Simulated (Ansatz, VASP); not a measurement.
**Two plane-wave programs on MgO**

Contents of INCAR:

```
SYSTEM = MgO
ALGO     = Normal         ! electronic algorithm
EDIFF    = 1E-7           ! SCF threshold, eV
ENCUT    = 520            ! plane-wave cutoff, eV
GGA      = PS             ! functional
ISIF     = 2              ! what is computed and relaxed
ISMEAR   = 0              ! smearing method
LASPH    = .TRUE.         ! aspherical terms in the spheres
LCHARG   = .FALSE.        ! write CHGCAR
LREAL    = .FALSE.        ! projectors in reciprocal space
LWAVE    = .FALSE.        ! write WAVECAR
NBANDS   = 11             ! bands
NELM     = 80             ! most SCF steps
PREC     = Accurate       ! precision mode
SIGMA    = 0.05           ! smearing width, eV
```

File KPOINTS:

```
k-points
0
G
  9 9 8
  0 0 0
```

The input POSCAR:

```
MgO
1.0
    2.9380209034      0.0000000000      0.0000000000
   -1.4690104517      2.5444007392      0.0000000000
    0.0000000000      0.0000000000      2.6796800000
Mg O
1 1
Direct
   -0.0196509926     -0.0393019851      0.0000000000
    0.3333333333      0.6666666667      0.5000000000
```

Input for Ansatz:

```yaml
crystal:
  lattice:
    - [2.9380209034, 0.0, 0.0]
    - [-1.4690104517, 2.5444007392, 0.0]
    - [0.0, 0.0, 2.67968]
  atoms:
    - { symbol: Mg, position: [-0.0196509926, -0.0393019851, 0.0] }
    - { symbol: O, position: [0.3333333333, 0.6666666667, 0.5] }
basis:
  ecutwfc: 420
kpoints:
  mp_grid: { grid: [9, 9, 8] }
hamiltonian:
  xc: pbesol
scf:
  occupations: { method: gaussian, width: 0.05 }
output:
  forces: true
  stress: true
  eigenvalues: true
```

Alike in both runs: task single point; functional PBEsol; k mesh 9 × 9 × 8; occupations gaussian, width 0.05 eV; no spin polarisation.

|  | VASP | Ansatz |
| --- | --- | --- |
| version | VASP 6.6.1 | Ansatz 0.2.0 |
| potentials or method | VASP PAW PBE potentials, release 64 (Mg, O) | scalar-relativistic, plane waves, PAW |
| plane-wave cutoff (eV) | 520 | 420 |
| valence electrons in the cell | 8 | 16 |

|  | VASP | Ansatz | Ansatz less VASP |
| --- | --- | --- | --- |
| gap on the k mesh at the Fermi level (eV) | 2.89 | 2.89 | +0.005 |
| least direct gap on the mesh (eV) | 3.33 | 3.33 | +0.001 |
| pressure (GPa) | -3.8 | -3.3 | +0.47 |
| largest component of the traceless stress (GPa) | 0.26 | 0.29 | +0.028 |
| rms of the force components (eV/Å) | 0.158 | 0.157 | -0.0010 |

Atom by atom the forces differ by 0.001 eV/Å (rms over components). The two sets of potentials don't hold the same shells in valence.

Caveats: the PAW data sets were made with another functional, which shifts forces and pressure a little (VASP); an odd mesh through Γ misses points on the zone boundary, where band edges often lie.
